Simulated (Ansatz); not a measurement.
## Convergence notes, G0W0 on CaO (rocksalt)

CaO in the rocksalt structure, relaxed with r2SCAN; one-shot G0W0 in Ansatz without spin-orbit coupling. (Simulation; spin polarisation is off.)

```
Ca O
1.0
     0.00000    2.39755    2.39755
     2.39755    0.00000    2.39755
     2.39755    2.39755    0.00000
Ca O
1 1
Direct
  0.00000 0.00000 0.00000
  0.50000 0.50000 0.50000
```

Gaps are read over the mesh points alone. G0W0 values are finite-basis, finite-mesh values.

| start | potentials | frequency model | mesh | empty bands | screening cutoff (eV) | Kohn-Sham gap (eV) | G0W0 gap (eV) |
| --- | --- | --- | --- | --- | --- | --- | --- |
| PBE | PAW | contour deformation | 6×6×6 | 62 | 100 | 3.65 | 5.73 |
| PBE | PAW | contour deformation | 6×6×6 | 151 | 180 | 3.65 | 5.90 |
| PBE | PAW | contour deformation | 6×6×6 | 293 | 260 | 3.65 | 6.00 |
| HSE06 | PAW | contour deformation | 6×6×6 | 151 | 180 | 5.31 | 6.61 |
| r2SCAN | PAW | contour deformation | 6×6×6 | 151 | 180 | 4.20 | 6.17 |
| PBE0 | PAW | contour deformation | 6×6×6 | 151 | 180 | 6.05 | 6.85 |
| PBE | PAW | Godby-Needs pole | 6×6×6 | 151 | 180 | 3.65 | 5.86 |
| PBE | PAW | contour deformation | 8×8×8 | 44 | 80 | 3.65 | 5.68 |
| PBE | norm-conserving | contour deformation | 6×6×6 | 151 | 180 | 3.65 | 5.83 |

G0W0 moves the gap on the mesh from 3.65 eV (PBE) to 6.00 eV (Γ to X). Renormalisation factors Z lie between 0.74 and 0.83.

Raising bands and cutoff together moves the gap by +0.17 eV (100 to 180 eV), then +0.10 eV (180 to 260 eV); the last step is still large, so the basis limit isn't reached. Starting from HSE06 (5.31 eV against PBE's 3.65 eV) gives 6.61 eV, +0.71 eV from G0W0@PBE at the same screening cutoff. Starting from r2SCAN (4.20 eV against PBE's 3.65 eV) gives 6.17 eV, +0.27 eV from G0W0@PBE at the same screening cutoff. Starting from PBE0 (6.05 eV against PBE's 3.65 eV) gives 6.85 eV, +0.95 eV from G0W0@PBE at the same screening cutoff. The Godby-Needs plasmon pole differs from contour deformation by -0.04 eV. Norm-conserving potentials (wave cutoff 1240 eV against 420 eV) shift the quasiparticle gap by -0.07 eV and the PBE gap by 0.00 eV. r2SCAN runs take a wave cutoff of 500 eV.
